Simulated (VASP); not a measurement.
# Sn (Fd-3m) in VASP: band structure with PBE

Aim: the band structure of Sn with PBE.

Everything below comes from runs of VASP 6.6.1. Logs are shortened: lines on timing, memory, paths and dates and some standing lists are left out, and cuts for length are marked.

## (1) The crystal as given

The structure is cubic, space group Fd-3m (No. 227). The conventional cell has a = 6.633 Å, b = 6.633 Å, c = 6.633 Å, α = 90.00°, β = 90.00°, γ = 90.00°. Around Sn (site symmetry -43m) lie 4 Sn at 2.87 Å.

This isn't the form of Sn at room conditions, which is tetragonal (white tin).

## (2) Band structure, PBE

INCAR

```
PREC = Accurate
ENCUT = 350
EDIFF = 1E-7
ISMEAR = 0
SIGMA = 0.02
LREAL = False
LASPH = True
NELM = 80
ALGO = Normal
ISIF = 2
LWAVE = False
LCHARG = False
GGA = PE
NBANDS = 21
```

KPOINTS

```
Automatic mesh
0
Gamma
  8 8 8
```

POSCAR

```
Sn                                      
1.0
    0.0000000000      3.3162839052      3.3162839052
    3.3162839052     -0.0000000000      3.3162839052
    3.3162839052      3.3162839052      0.0000000000
  Sn            
     2
Direct
     0.0000000000000000    0.0000000000000000    0.0000000000000000
     0.2500000000000000    0.2500000000000000    0.2500000000000000
```

KPOINTS_OPT

```
path GXWKGLUWLK,UX
15
line-mode
reciprocal
 0.0000000000  0.0000000000  0.0000000000  G
 0.5000000000  0.0000000000  0.5000000000  X

 0.5000000000  0.0000000000  0.5000000000  X
 0.5000000000  0.2500000000  0.7500000000  W

 0.5000000000  0.2500000000  0.7500000000  W
 0.3750000000  0.3750000000  0.7500000000  K

 0.3750000000  0.3750000000  0.7500000000  K
 0.0000000000  0.0000000000  0.0000000000  G

 0.0000000000  0.0000000000  0.0000000000  G
 0.5000000000  0.5000000000  0.5000000000  L

 0.5000000000  0.5000000000  0.5000000000  L
 0.6250000000  0.2500000000  0.6250000000  U

 0.6250000000  0.2500000000  0.6250000000  U
 0.5000000000  0.2500000000  0.7500000000  W

 0.5000000000  0.2500000000  0.7500000000  W
 0.5000000000  0.5000000000  0.5000000000  L

 0.5000000000  0.5000000000  0.5000000000  L
 0.3750000000  0.3750000000  0.7500000000  K

 0.6250000000  0.2500000000  0.6250000000  U
 0.5000000000  0.0000000000  0.5000000000  X
```

Potentials or basis: VASP PAW PBE potentials, release 64 (Sn_d).

The run is started by

```
$ cat potpaw_PBE.64/Sn_d/POTCAR > POTCAR
$ mpirun -np 1 vasp_std > vasp.out
```

OUTCAR:

```text
PREC = Accurate
   ENCUT = 350
   EDIFF = 1E-7
   ISMEAR = 0
   LREAL = False
   LASPH = True
   NELM = 80
   ISIF = 2
   GGA = PE

 ion  position               nearest neighbor table
   1  0.000  0.000  0.000-   2 2.87   2 2.87   2 2.87   2 2.87
   2  0.250  0.250  0.250-   1 2.87   1 2.87   1 2.87   1 2.87

  LATTYP: Found a face centered cubic cell.
 ALAT       =     6.6325678104

  Lattice vectors:

 A1 = (   0.0000000000,   3.3162839052,   3.3162839052)
 A2 = (   3.3162839052,   0.0000000000,   3.3162839052)
 A3 = (   3.3162839052,   3.3162839052,   0.0000000000)

Analysis of symmetry for initial positions (statically):
=====================================================================
 Subroutine PRICEL returns:
 Original cell was already a primitive cell.

 Routine SETGRP: Setting up the symmetry group for a
 face centered cubic supercell.

 Subroutine GETGRP returns: Found 48 space group operations
 (whereof 24 operations were pure point group operations)
 out of a pool of 48 trial point group operations.

The static configuration has the point symmetry T_d .
 The point group associated with its full space group is O_h .

Analysis of symmetry for dynamics (positions and initial velocities):
=====================================================================
 Subroutine PRICEL returns:
 Original cell was already a primitive cell.

 Routine SETGRP: Setting up the symmetry group for a
 face centered cubic supercell.

 Subroutine GETGRP returns: Found 48 space group operations
 (whereof 24 operations were pure point group operations)
 out of a pool of 48 trial point group operations.

The dynamic configuration has the point symmetry T_d .
 The point group associated with its full space group is O_h .

 Subroutine INISYM returns: Found 48 space group operations
 (whereof 24 operations are pure point group operations),
 and found     1 'primitive' translations

----------------------------------------------------------------------------------------

                                     Primitive cell

  volume of cell :      72.9432

  direct lattice vectors                    reciprocal lattice vectors
     0.000000000  3.316283905  3.316283905    -0.150771169  0.150771169  0.150771169
     3.316283905  0.000000000  3.316283905     0.150771169 -0.150771169  0.150771169
     3.316283905  3.316283905  0.000000000     0.150771169  0.150771169 -0.150771169

  length of vectors
     4.689933675  4.689933675  4.689933675     0.261143324  0.261143324  0.261143324

  position of ions in fractional coordinates (direct lattice)
     0.000000000  0.000000000  0.000000000
     0.250000000  0.250000000  0.250000000

  ion indices of the primitive-cell ions
   primitive index   ion index
                 1           1
                 2           2

----------------------------------------------------------------------------------------

 KPOINTS: Automatic mesh

Automatic generation of k-mesh.
 Grid dimensions read from file:
 generate k-points for:    8    8    8

 Generating k-lattice:

  Cartesian coordinates                     Fractional coordinates (reciprocal lattice)
    -0.018846396  0.018846396  0.018846396     0.125000000  0.000000000  0.000000000
     0.018846396 -0.018846396  0.018846396     0.000000000  0.125000000  0.000000000
     0.018846396  0.018846396 -0.018846396     0.000000000  0.000000000  0.125000000

  Length of vectors
     0.032642916  0.032642916  0.032642916

  Shift w.r.t. Gamma in fractional coordinates (k-lattice)
     0.000000000  0.000000000  0.000000000

 Subroutine IBZKPT returns following result:
 ===========================================

 Found     29 irreducible k-points:

 Following reciprocal coordinates:
            Coordinates               Weight
  0.000000  0.000000  0.000000      1.000000
  0.125000  0.000000  0.000000      8.000000
  0.250000  0.000000  0.000000      8.000000
  0.375000  0.000000  0.000000      8.000000
  0.500000  0.000000  0.000000      4.000000
  0.125000  0.125000  0.000000      6.000000
[... 16 lines left out ...]
  0.500000  0.250000  0.125000     48.000000
 -0.375000  0.250000  0.125000     24.000000
 [... further k-points ...]
   k-points           NKPTS =     29   k-points in BZ     NKDIM =     29   number of bands    NBANDS=     21
   number of dos      NEDOS =    301   number of ions     NIONS =      2
   total plane-waves  NPLWV =  27000
   dimension x,y,z NGX =    30 NGY =   30 NGZ =   30
   dimension x,y,z NGXF=    60 NGYF=   60 NGZF=   60
   ions per type =               2
   NGX,Y,Z   is equivalent  to a cutoff of  10.63, 10.63, 10.63 a.u.
   NGXF,Y,Z  is equivalent  to a cutoff of  21.27, 21.27, 21.27 a.u.
 SYSTEM =  unknown system
   PREC   = accura    normal or accurate (medium, high low for compatibility)
   ISTART =      0    job   : 0-new  1-cont  2-samecut
   ICHARG =      2    charge: 1-file 2-atom 10-const
   ISPIN  =      1    spin polarized calculation?
   LNONCOLLINEAR =      F non collinear calculations
   LSORBIT =      F    spin-orbit coupling
   LASPH  =      T    aspherical Exc in radial PAW
   ENCUT  =  350.0 eV  25.72 Ry    5.07 a.u.   7.15  7.15  7.15*2*pi/ulx,y,z
   NELM   =     80;   NELMIN=  2; NELMDL= -5     # of ELM steps
   EDIFF  = 0.1E-06   stopping-criterion for ELM
   LREAL  =      F    real-space projection
   EDIFFG = 0.1E-05   stopping-criterion for IOM
   NSW    =      0    number of steps for IOM
   IBRION =     -1    ionic relax: 0-MD 1-quasi-New 2-CG
   NFREE  =      0    steps in history (QN), initial steepest desc. (CG)
   ISIF   =      2    stress and relaxation
   ISYM   =      2    0-nonsym 1-usesym 2-fastsym
   POTIM  = 0.5000    time-step for ionic-motion
   TEBEG  =    0.0;   TEEND  =   0.0 temperature during run
   PSTRESS=    0.0 pullay stress
   NELECT =      28.0000    total number of electrons
   NUPDOWN=      -1.0000    fix difference up-down
   EMIN   =  10.00;   EMAX   =-10.00  energy-range for DOS
   EFERMI =   0.00;   METHOD = LEGACY
   ISMEAR =     0;   SIGMA  =   0.02  broadening in eV -4-tet -1-fermi 0-gaus
   EFERMI_NEDOS =   21; number of points for ismear=-14 and -15
   IALGO  =     38    algorithm
   IMIX   =      4    mixing-type and parameters
     AMIX     =   0.40;   BMIX     =  1.00
     AMIX_MAG =   1.60;   BMIX_MAG =  1.00
  volume/ion in A,a.u.               =      36.47       246.12
  Fermi-wavevector in a.u.,A,eV,Ry     =   1.189778  2.248354 19.260011  1.415571
  Thomas-Fermi vector in A             =   2.325877
   LORBIT       =      0    0 simple, 1 ext, 2 COOP (PROOUT), +10 PAW based schemes
   GGA     = PE    functional components
   LHFCALC =     F    Hartree Fock is set to
   AEXX    =    0.0000 exact exchange contribution
   IVDW    =     0    specifies the selected vdW correction
   LEPSILON=     F    determine dielectric tensor
   LRPA    =     F    only Hartree local field effects (RPA)
 non-spin polarized calculation
 Gauss-broadening in eV      SIGMA  =   0.02
  energy-cutoff  :      350.00
  volume of cell :       72.94
 maximum number of plane-waves:      1106
 NGX is ok and might be reduce to    30
   NGX = 15   NGY = 15   NGZ = 15

 number of electron      27.9999999 magnetization

 Free energy of the ion-electron system (eV)
  ---------------------------------------------------
  ext. energy  EPLUGINS =         0.00000000
  ---------------------------------------------------
  free energy    TOTEN  =        -7.68067913 eV

  energy without entropy =       -7.68058755  energy(sigma->0) =       -7.68063334

 E-fermi :   4.8486     XC(G=0):  -8.5898

 val. band max:        4.8484611417   @ k =   0.5000   0.0000   0.0000
 cond. band min:       4.9436206221   @ k =   0.3750   0.0000   0.0000
 fundamental gap:      0.0951594804
 Fermi energy:         4.8486266296

 k-point     1 :       0.0000    0.0000    0.0000
  band No.  band energies     occupation
      1     -16.5834      2.00000
      2     -16.5834      2.00000
      3     -16.5834      2.00000
      4     -16.5328      2.00000
      5     -16.5328      2.00000
      6     -16.2732      2.00000
[... 13 lines left out ...]
     20      12.7815      0.00000
     21      12.7815      0.00000

 k-point     2 :       0.1250    0.0000    0.0000
  band No.  band energies     occupation
      1     -16.5925      2.00000
      2     -16.5925      2.00000
      3     -16.5802      2.00000
      4     -16.5201      2.00000
      5     -16.5201      2.00000
      6     -16.2940      2.00000
[... 13 lines left out ...]
     20      12.0026      0.00000
     21      12.0026      0.00000

 k-point     3 :       0.2500    0.0000    0.0000
  band No.  band energies     occupation
      1     -16.6050      2.00000
      2     -16.6050      2.00000
      3     -16.5722      2.00000
      4     -16.4999      2.00000
      5     -16.4999      2.00000
      6     -16.3130      2.00000
[... 13 lines left out ...]
     20      11.7904      0.00000
     21      11.7904      0.00000

 k-point     4 :       0.3750    0.0000    0.0000
  band No.  band energies     occupation
      1     -16.6121      2.00000
      2     -16.6121      2.00000
      3     -16.5637      2.00000
      4     -16.4864      2.00000
      5     -16.4864      2.00000
      6     -16.3240      2.00000
[... 13 lines left out ...]
     20      12.5494      0.00000
     21      12.5494      0.00000

 k-point     5 :       0.5000    0.0000    0.0000
  band No.  band energies     occupation
      1     -16.6141      2.00000
      2     -16.6141      2.00000
      3     -16.5603      2.00000
      4     -16.4820      2.00000
      5     -16.4820      2.00000
      6     -16.3270      2.00000
[... 13 lines left out ...]
     20      13.2878      0.00000
     21      13.5695      0.00000

 k-point     6 :       0.1250    0.1250    0.0000
  band No.  band energies     occupation
      1     -16.5909      2.00000
      2     -16.5909      2.00000
      3     -16.5892      2.00000
      4     -16.5224      2.00000
      5     -16.5068      2.00000
      6     -16.3187      2.00000
[... 13 lines left out ...]
     20      11.0886      0.00000
     21      12.9515      0.00000

 k-point     7 :       0.2500    0.1250    0.0000
  band No.  band energies     occupation
      1     -16.6079      2.00000
      2     -16.6012      2.00000
      3     -16.5776      2.00000
      4     -16.5061      2.00000
      5     -16.4836      2.00000
      6     -16.3439      2.00000
[... 13 lines left out ...]
     20      11.8921      0.00000
     21      12.6778      0.00000
[... 291 lines left out ...]
      1     -16.6455      2.00000
      2     -16.6277      2.00000
      3     -16.5104      2.00000
      4     -16.4413      2.00000
      5     -16.4138      2.00000
      6     -16.3966      2.00000
[... 13 lines left out ...]
     20      12.8774      0.00000
     21      15.3863      0.00000

 k-point    21 :       0.5000    0.5000    0.0000
  band No.  band energies     occupation
      1     -16.6276      2.00000
      2     -16.6276      2.00000
      3     -16.5114      2.00000
      4     -16.5114      2.00000
      5     -16.4001      2.00000
      6     -16.4001      2.00000
[... 13 lines left out ...]
     20      13.8225      0.00000
     21      15.1286      0.00000

 k-point    22 :       0.3750    0.2500    0.1250
  band No.  band energies     occupation
      1     -16.6171      2.00000
      2     -16.6162      2.00000
      3     -16.5606      2.00000
      4     -16.4905      2.00000
      5     -16.4587      2.00000
      6     -16.3701      2.00000
[... 13 lines left out ...]
     20      12.7802      0.00000
     21      13.1080      0.00000

 k-point    23 :       0.5000    0.2500    0.1250
  band No.  band energies     occupation
      1     -16.6327      2.00000
      2     -16.6231      2.00000
      3     -16.5339      2.00000
      4     -16.4722      2.00000
      5     -16.4431      2.00000
      6     -16.3821      2.00000
[... 13 lines left out ...]
     20      12.5739      0.00000
     21      13.8254      0.00000

 k-point    24 :      -0.3750    0.2500    0.1250
  band No.  band energies     occupation
      1     -16.6391      2.00000
      2     -16.6251      2.00000
      3     -16.5214      2.00000
      4     -16.4588      2.00000
      5     -16.4444      2.00000
      6     -16.3773      2.00000
[... 13 lines left out ...]
     20      13.4186      0.00000
     21      13.8078      0.00000

 [... further k-points ...]

------------------------ aborting loop because EDIFF is reached ----------------------------------------

  FORCE on cell =-STRESS in cart. coord.  units (eV):
  Direction    XX          YY          ZZ          XY          YZ          ZX
  --------------------------------------------------------------------------------------
  -------------------------------------------------------------------------------------
  Total        0.0011358      0.0011358      0.0011358     -0.0000000      0.0000000     -0.0000000
  in kB        0.0249475      0.0249475      0.0249475     -0.0000000      0.0000000     -0.0000000
  external PRESSURE =       0.0249475 kB  Pullay stress =       0.0000000 kB

 VOLUME and BASIS-vectors are now :
 -----------------------------------------------------------------------------
  energy-cutoff  :      350.00
  volume of cell :       72.94
      direct lattice vectors                 reciprocal lattice vectors
     0.000000000  3.316283905  3.316283905    -0.150771169  0.150771169  0.150771169
     3.316283905  0.000000000  3.316283905     0.150771169 -0.150771169  0.150771169
     3.316283905  3.316283905  0.000000000     0.150771169  0.150771169 -0.150771169

 POSITION                                       TOTAL-FORCE (eV/Angst)
 -----------------------------------------------------------------------------------
      0.00000      0.00000      0.00000         0.000000      0.000000      0.000000
      1.65814      1.65814      1.65814        -0.000000     -0.000000     -0.000000
 -----------------------------------------------------------------------------------
    total drift:                                0.000000      0.000000      0.000000

  FREE ENERGIE OF THE ION-ELECTRON SYSTEM (eV)
  ---------------------------------------------------
  free  energy   TOTEN  =        -7.6806791288 eV

  energy  without entropy=       -7.6805875513  energy(sigma->0) =       -7.68063334
```

It took 3 min on 1 thread of Intel Xeon Platinum 8375C at 2.90GHz (Ice Lake), shared host; peak memory 0.18 GiB.

Results:

```
Free energy             : -7.6807 eV
Pressure                : 0.0 GPa
Band gap along the path : none (metal or under the smearing width)
```

Levels at the corners of the path, in eV from the Fermi level:
```csv
point,band 12,band 13,band 14,band 15,band 16,band 17
Γ,-0.96,0.21,0.21,0.21,2.28,2.28
X,-7.17,-2.13,-2.13,1.02,1.02,7.44
X,-7.17,-2.13,-2.13,1.02,1.02,7.44
W,-7.13,-2.65,-2.65,3.36,3.36,4.14
W,-7.13,-2.65,-2.65,3.36,3.36,4.14
K,-6.71,-2.96,-1.80,1.26,3.39,5.62
K,-6.71,-2.96,-1.80,1.26,3.39,5.62
Γ,-0.96,0.21,0.21,0.21,2.28,2.28
Γ,-0.96,0.21,0.21,0.21,2.28,2.28
L,-5.94,-0.89,-0.89,0.00,3.33,3.33
L,-5.94,-0.89,-0.89,0.00,3.33,3.33
U,-6.71,-2.96,-1.80,1.26,3.39,5.62
U,-6.71,-2.96,-1.80,1.26,3.39,5.62
W,-7.13,-2.65,-2.65,3.36,3.36,4.14
W,-7.13,-2.65,-2.65,3.36,3.36,4.14
L,-5.94,-0.89,-0.89,0.00,3.33,3.33
L,-5.94,-0.89,-0.89,0.00,3.33,3.33
K,-6.71,-2.96,-1.80,1.26,3.39,5.62
U,-6.71,-2.96,-1.80,1.26,3.39,5.62
X,-7.17,-2.13,-2.13,1.02,1.02,7.44
```

Caveat: spin-orbit coupling is left out, which moves the levels of the heavy elements.
